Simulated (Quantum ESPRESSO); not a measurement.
# Te2Mo in Quantum ESPRESSO: band structure with LDA

Aim: the band structure of Te2Mo with LDA.

Program: Quantum ESPRESSO 7.5. These are calculated values, not measurements. Logs are shortened: lines on timing, memory, paths and dates and some standing lists are left out, and cuts for length are marked.

**1. The structure**

The cell holds a slab with vacuum, 6 atoms: a = 6.362 Å, b = 3.480 Å, c = 36.176 Å, α = 90.00°, β = 90.14°, γ = 90.00°.

**2. Band structure, LDA**

File pw.in:

```
&CONTROL
  calculation = 'scf'
  prefix = 'pwscf'
  outdir = './tmp'
  pseudo_dir = './pseudo'
  tprnfor = .true.
  tstress = .true.
  disk_io = 'low'
/
&SYSTEM
  ibrav = 0
  celldm(1) = 8
  nat = 6
  ntyp = 2
  ecutwfc = 45
  ecutrho = 360
  nbnd = 36
  occupations = 'smearing'
  smearing = 'fd'
  degauss = 0.00367493
/
&ELECTRONS
  conv_thr = 1.2d-09
  electron_maxstep = 120
  mixing_beta = 0.5
/
ATOMIC_SPECIES
Te   127.6000 te_lda_v1.uspp.F.UPF
Mo    95.9500 mo_lda_v1.uspp.F.UPF
CELL_PARAMETERS alat
  1.5027123439293   0.0000000000000   0.0000000000000
  0.0000000000000   0.8221260733387   0.0000000000000
 -0.0202534286562   0.0000000000000   8.5453156624906
ATOMIC_POSITIONS crystal
Te     0.4292511000    0.7500000000    0.5407035800
Te     0.5707489000    0.2500000000    0.4592964200
Te     0.9208478700    0.2500000000    0.5565273200
Te     0.0791521300    0.7500000000    0.4434726800
Mo     0.1813475600    0.2500000000    0.4974653700
Mo     0.8186524400    0.7500000000    0.5025346300
K_POINTS automatic
4 8 1 0 0 0
```

File bands.in:

```
&CONTROL
  calculation = 'bands'
  prefix = 'pwscf'
  outdir = './tmp'
  pseudo_dir = './pseudo'
  disk_io = 'low'
  verbosity = 'high'
/
&SYSTEM
  ibrav = 0
  celldm(1) = 8
  nat = 6
  ntyp = 2
  ecutwfc = 45
  ecutrho = 360
  nbnd = 36
  occupations = 'smearing'
  smearing = 'fd'
  degauss = 0.00367493
/
&ELECTRONS
  conv_thr = 1d-08
  electron_maxstep = 120
  mixing_beta = 0.5
  diago_full_acc = .true.
  startingwfc = 'random'
/
ATOMIC_SPECIES
Te   127.6000 te_lda_v1.uspp.F.UPF
Mo    95.9500 mo_lda_v1.uspp.F.UPF
CELL_PARAMETERS alat
  1.5027123439293   0.0000000000000   0.0000000000000
  0.0000000000000   0.8221260733387   0.0000000000000
 -0.0202534286562   0.0000000000000   8.5453156624906
ATOMIC_POSITIONS crystal
Te     0.4292511000    0.7500000000    0.5407035800
Te     0.5707489000    0.2500000000    0.4592964200
Te     0.9208478700    0.2500000000    0.5565273200
Te     0.0791521300    0.7500000000    0.4434726800
Mo     0.1813475600    0.2500000000    0.4974653700
Mo     0.8186524400    0.7500000000    0.5025346300
K_POINTS crystal
60
 0.0000000000  0.0000000000  0.0000000000 1
 0.0000000000  0.0000000000  0.5000000000 1
-0.0832990689  0.0000000000  0.5011226977 1
-0.1665981378  0.0000000000  0.5022453955 1
-0.2498972067  0.0000000000  0.5033680932 1
-0.3331962755  0.0000000000  0.5044907910 1
-0.4164953444  0.0000000000  0.5056134887 1
-0.4997944133  0.0000000000  0.5067361864 1
-0.5000000000  0.0000000000  0.5000000000 1
-0.5000000000  0.0384615385  0.5000000000 1
-0.5000000000  0.0769230769  0.5000000000 1
-0.5000000000  0.1153846154  0.5000000000 1
-0.5000000000  0.1538461538  0.5000000000 1
-0.5000000000  0.1923076923  0.5000000000 1
-0.5000000000  0.2307692308  0.5000000000 1
-0.5000000000  0.2692307692  0.5000000000 1
-0.5000000000  0.3076923077  0.5000000000 1
-0.5000000000  0.3461538462  0.5000000000 1
-0.5000000000  0.3846153846  0.5000000000 1
-0.5000000000  0.4230769231  0.5000000000 1
-0.5000000000  0.4615384615  0.5000000000 1
-0.5000000000  0.5000000000  0.5000000000 1
-0.5002055867  0.5000000000  0.4932638136 1
-0.5000000000  0.5000000000  0.0000000000 1
-0.5000000000  0.4615384615  0.0000000000 1
-0.5000000000  0.4230769231  0.0000000000 1
-0.5000000000  0.3846153846  0.0000000000 1
-0.5000000000  0.3461538462  0.0000000000 1
-0.5000000000  0.3076923077  0.0000000000 1
-0.5000000000  0.2692307692  0.0000000000 1
-0.5000000000  0.2307692308  0.0000000000 1
-0.5000000000  0.1923076923  0.0000000000 1
-0.5000000000  0.1538461538  0.0000000000 1
-0.5000000000  0.1153846154  0.0000000000 1
-0.5000000000  0.0769230769  0.0000000000 1
-0.5000000000  0.0384615385  0.0000000000 1
-0.5000000000  0.0000000000  0.0000000000 1
-0.5002055867  0.0000000000  0.4932638136 1
-0.4997944133  0.5000000000  0.5067361864 1
-0.4164953444  0.5000000000  0.5056134887 1
-0.3331962755  0.5000000000  0.5044907910 1
-0.2498972067  0.5000000000  0.5033680932 1
-0.1665981378  0.5000000000  0.5022453955 1
-0.0832990689  0.5000000000  0.5011226977 1
 0.0000000000  0.5000000000  0.5000000000 1
 0.0000000000  0.5000000000  0.0000000000 1
 0.0000000000  0.0000000000  0.5000000000 1
 0.0000000000  0.0384615385  0.5000000000 1
 0.0000000000  0.0769230769  0.5000000000 1
 0.0000000000  0.1153846154  0.5000000000 1
 0.0000000000  0.1538461538  0.5000000000 1
 0.0000000000  0.1923076923  0.5000000000 1
 0.0000000000  0.2307692308  0.5000000000 1
 0.0000000000  0.2692307692  0.5000000000 1
 0.0000000000  0.3076923077  0.5000000000 1
 0.0000000000  0.3461538462  0.5000000000 1
 0.0000000000  0.3846153846  0.5000000000 1
 0.0000000000  0.4230769231  0.5000000000 1
 0.0000000000  0.4615384615  0.5000000000 1
 0.0000000000  0.5000000000  0.5000000000 1
```

Potentials or basis: GBRV 1.5 LDA.

Command:

```console
OMP_NUM_THREADS=1 mpirun -n 2 pw.x -nk 2 -in pw.in > pw.out
OMP_NUM_THREADS=1 mpirun -n 2 pw.x -nk 2 -in bands.in > bands.out
```

pw.out:

```text
This program is part of the open-source Quantum ESPRESSO suite
     for quantum simulation of materials; please cite
         "P. Giannozzi et al., J. Phys.:Condens. Matter 21 395502 (2009);
         "P. Giannozzi et al., J. Phys.:Condens. Matter 29 465901 (2017);
         "P. Giannozzi et al., J. Chem. Phys. 152 154105 (2020);
     in publications or presentations arising from this work. More details at

     Message from routine setup:
     using ibrav=0 with symmetry is DISCOURAGED, use correct ibrav instead

     K-points division:     npool     =       2
     Subspace diagonalization in iterative solution of the eigenvalue problem:
     a serial algorithm will be used

     G-vector sticks info
     --------------------
     sticks:   dense  smooth     PW     G-vecs:    dense   smooth      PW
     Sum        2259    1135    329               623513   220199   34917

     Using Slab Decomposition

     bravais-lattice index     =            0
     lattice parameter (alat)  =       8.0000  a.u.
     unit-cell volume          =    5405.2072 (a.u.)^3
     number of atoms/cell      =            6
     number of atomic types    =            2
     number of electrons       =        52.00
     number of Kohn-Sham states=           36
     kinetic-energy cutoff     =      45.0000  Ry
     charge density cutoff     =     360.0000  Ry
     scf convergence threshold =      1.2E-09
     mixing beta               =       0.5000
     number of iterations used =            8  plain     mixing
     Exchange-correlation= SLA  PZ   NOGX NOGC
                           (   1   1   0   0   0   0   0)

     celldm(1)=   8.000000  celldm(2)=   0.000000  celldm(3)=   0.000000
     celldm(4)=   0.000000  celldm(5)=   0.000000  celldm(6)=   0.000000

     crystal axes: (cart. coord. in units of alat)
               a(1) = (   1.502712   0.000000   0.000000 )
               a(2) = (   0.000000   0.822126   0.000000 )
               a(3) = (  -0.020253   0.000000   8.545316 )

     reciprocal axes: (cart. coord. in units 2 pi/alat)
               b(1) = (  0.665463 -0.000000  0.001577 )
               b(2) = (  0.000000  1.216358 -0.000000 )
               b(3) = (  0.000000  0.000000  0.117023 )

     PseudoPot. # 1 for Te read from file:
     te_lda_v1.uspp.F.UPF
     Pseudo is Ultrasoft + core correction, Zval =  6.0
     Generated by new atomic code, or converted to UPF format
     Using radial grid of  891 points,  5 beta functions with:
[... 53 lines left out ...]
        k(   14) = (  -0.3327317   0.4561344  -0.0007886), wk =   0.1250000
        k(   15) = (  -0.3327317  -0.6081792  -0.0007886), wk =   0.0625000

     Dense  grid:   623513 G-vectors     FFT dimensions: (  75,  40, 432)

     Smooth grid:   220199 G-vectors     FFT dimensions: (  54,  30, 300)

     Initial potential from superposition of free atoms

     starting charge      51.9976, renormalised to      52.0000

     negative rho (up, down):  4.350E-03 0.000E+00
     Starting wfcs are   42 randomized atomic wfcs

     Self-consistent Calculation

     iteration #  1     ecut=    45.00 Ry     beta= 0.50
     Davidson diagonalization with overlap
     ethr =  1.00E-02,  avg # of iterations =  3.8

     negative rho (up, down):  3.997E-03 0.000E+00
[... 103 lines left out ...]
     iteration # 13     ecut=    45.00 Ry     beta= 0.50
     Davidson diagonalization with overlap
     ethr =  2.57E-12,  avg # of iterations =  3.1

     negative rho (up, down):  3.724E-03 0.000E+00

     End of self-consistent calculation

          k = 0.0000 0.0000 0.0000 ( 27399 PWs)   bands (ev):

   -62.9972 -62.9392 -37.2860 -37.2365 -37.1836 -37.0723 -37.0355 -36.8671
   -14.9553 -14.0149 -13.2174 -13.0004  -7.6847  -7.0356  -6.7022  -6.0171
    -4.7797  -4.5407  -4.4176  -4.0252  -3.7717  -3.3828  -3.0168  -2.6838
    -2.3897  -1.9224  -1.4569  -1.0101  -0.4175  -0.0128   0.1442   1.1446
     1.2712   1.2867   1.8815   2.1838
[... 19 lines left out ...]
   -62.9745 -62.9523 -37.3331 -37.3254 -37.1476 -37.1269 -36.9734 -36.9033
   -13.5946 -13.2321 -12.7830 -12.4824  -6.8901  -6.8632  -6.7592  -5.9249
    -5.6615  -5.5975  -5.2902  -5.2139  -4.6124  -4.1708  -3.9007  -3.7390
    -3.2795  -2.8612  -1.3686  -1.0466  -0.6464  -0.3850  -0.2149   0.0645
     1.2135   1.3533   2.9363   3.4046

          k = 0.0000-0.6082 0.0000 ( 27526 PWs)   bands (ev):

   -62.9625 -62.9625 -37.3428 -37.3428 -37.1352 -37.1352 -36.9377 -36.9377
   -13.0316 -13.0316 -12.6991 -12.6991  -6.9977  -6.9977  -6.6948  -6.6948
    -5.8283  -5.8283  -4.7649  -4.7649  -4.6430  -4.6430  -3.6710  -3.6710
    -3.4712  -3.4712  -0.9476  -0.9476  -0.6703  -0.6703  -0.1226  -0.1226
     1.5157   1.5157   3.3332   3.3332
[... 27 lines left out ...]
   -62.9744 -62.9523 -37.3347 -37.3263 -37.1474 -37.1262 -36.9718 -36.9031
   -13.4899 -13.1842 -12.9163 -12.5267  -7.3779  -6.8069  -6.6383  -6.1548
    -5.7987  -5.3431  -5.1601  -4.9973  -4.3784  -4.0185  -3.8161  -3.4915
    -3.4292  -2.9953  -1.3347  -0.9788  -0.5577  -0.3710   0.0791   0.2696
     0.9449   1.1222   3.0317   3.1335

          k = 0.1664-0.6082 0.0004 ( 27648 PWs)   bands (ev):

   -62.9625 -62.9625 -37.3444 -37.3444 -37.1348 -37.1348 -36.9365 -36.9365
   -13.0433 -13.0433 -12.6634 -12.6634  -7.4862  -7.4862  -6.6863  -6.6863
    -5.4812  -5.4812  -4.8100  -4.8100  -4.3380  -4.3380  -3.7542  -3.7542
    -3.2441  -3.2441  -0.9851  -0.9851  -0.4020  -0.4020  -0.0333  -0.0333
     1.3877   1.3877   2.8602   2.8602
[... 27 lines left out ...]
   -62.9744 -62.9524 -37.3360 -37.3275 -37.1472 -37.1256 -36.9702 -36.9030
   -13.2722 -13.1807 -13.0992 -12.5915  -7.4622  -7.0708  -6.7406  -6.2465
    -5.4857  -5.4709  -5.0926  -4.7378  -4.0330  -4.0105  -3.8620  -3.6391
    -3.0840  -2.9366  -1.3413  -1.0273  -0.5158  -0.2058   0.0813   0.5504
     0.9016   1.0085   2.4342   3.0803

          k =-0.3327-0.6082-0.0008 ( 27708 PWs)   bands (ev):

   -62.9626 -62.9626 -37.3460 -37.3460 -37.1344 -37.1344 -36.9352 -36.9352
   -13.0532 -13.0532 -12.6287 -12.6287  -7.7866  -7.7866  -6.7320  -6.7320
    -5.3966  -5.3966  -4.4733  -4.4733  -4.3679  -4.3679  -3.7929  -3.7929
    -2.9137  -2.9137  -1.0335  -1.0335  -0.2152  -0.2152   0.1837   0.1837
     1.3270   1.3270   2.3444   2.3444

     the Fermi energy is    -2.1046 ev

!    total energy              =    -385.23656375 Ry
     estimated scf accuracy    <          8.4E-11 Ry
     smearing contrib. (-TS)   =      -0.00064667 Ry
     internal energy E=F+TS    =    -385.23591708 Ry

     The total energy is F=E-TS. E is the sum of the following terms:
     one-electron contribution =   -3840.30519821 Ry
     hartree contribution      =    1917.83054745 Ry
     xc contribution           =     -96.14981392 Ry
     ewald contribution        =    1633.38854761 Ry

     convergence has been achieved in  13 iterations

     negative rho (up, down):  3.724E-03 0.000E+00

     Forces acting on atoms (cartesian axes, Ry/au):

     atom    1 type  1   force =     0.00031867    0.00000000   -0.01244660
     atom    2 type  1   force =    -0.00031867    0.00000000    0.01244660
     atom    3 type  1   force =    -0.00090504    0.00000000   -0.01050913
     atom    4 type  1   force =     0.00090504   -0.00000000    0.01050913
     atom    5 type  2   force =    -0.00223843    0.00000000    0.00041798
     atom    6 type  2   force =     0.00223843    0.00000000   -0.00041798

     Total force =     0.023301     Total SCF correction =     0.000013

     Computing stress (Cartesian axis) and pressure

     negative rho (up, down):  3.724E-03 0.000E+00
          total   stress  (Ry/bohr**3)                   (kbar)     P=       -7.38
  -0.00005945   0.00000000  -0.00000086           -8.75        0.00       -0.13
   0.00000000  -0.00006166   0.00000000            0.00       -9.07        0.00
  -0.00000086   0.00000000  -0.00002940           -0.13        0.00       -4.32

=------------------------------------------------------------------------------=
   JOB DONE.
=------------------------------------------------------------------------------=
```

It took 17 min on 2 MPI ranks of Arm Neoverse V2, shared host; peak memory 2.7 GiB.

Results:

| Property | Result |
| --- | --- |
| Free energy | -5241.4105 eV |
| Largest force | 0.320 eV/Å |
| Band gap on the k mesh | none (metal or under the smearing width) |

Forces in eV/Å, atoms in the order of the input:
```
Te   0.008  0.000 -0.320
Te  -0.008  0.000  0.320
Te  -0.023  0.000 -0.270
Te   0.023  0.000  0.270
Mo  -0.058  0.000  0.011
Mo   0.058  0.000 -0.011
```

Stress tensor (GPa, compression positive):
```
-0.87  0.00 -0.01
 0.00 -0.91  0.00
-0.01  0.00 -0.43
```

Levels at the corners of the path, in eV from the Fermi level:
```tsv
point	band 24	band 25	band 26	band 27	band 28	band 29
Γ	-0.58	-0.29	0.18	0.65	1.09	1.69
Y	-0.58	-0.29	0.18	0.65	1.09	1.69
H	-0.79	-0.74	-0.64	0.11	1.06	1.43
C	-0.79	-0.74	-0.64	0.11	1.06	1.43
E	-1.69	-0.81	-0.81	1.07	1.07	1.89
M1	-1.69	-0.81	-0.81	1.07	1.07	1.89
A	-1.69	-0.81	-0.81	1.07	1.07	1.89
X	-0.79	-0.74	-0.64	0.11	1.06	1.43
H1	-0.79	-0.74	-0.64	0.11	1.06	1.43
M	-1.69	-0.81	-0.81	1.07	1.07	1.89
D	-1.57	-1.37	-1.37	1.16	1.16	1.43
Z	-1.57	-1.37	-1.37	1.16	1.16	1.43
Y	-0.58	-0.29	0.18	0.65	1.09	1.69
D	-1.57	-1.37	-1.37	1.16	1.16	1.43
```

Caveat: some levels on the path didn't converge; spin-orbit coupling is left out, which moves the levels of the heavy elements.
